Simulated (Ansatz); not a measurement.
CsCl (CsCl type, space group No. 221), the program Ansatz at the LDA level (PAW): ε∞ = 3.16, cell volume 62.54 Å³. Infrared-active transverse modes:

```json
[
 {"ω_TO (cm⁻¹)": "111.2", "oscillator strength S_xx (e²/amu)": "0.06526"}
]
```

Task: Compute the static dielectric constant.

Result: Each mode adds (4.921e7/V) S/ω²: 4.15. So ε0 = 7.31.

Task: What LO frequency does the Lyddane–Sachs–Teller relation give?

Result: ω_LO = ω_TO √(ε0/ε∞) = 169 cm⁻¹.

Space group Pm-3m (CsCl type). The LDA relaxation kept the symmetry of its start; phonons on a q-mesh show no instability. Spin–orbit coupling is left out wherever it is not named.

Potentials: the later of the program's two PAW sets.
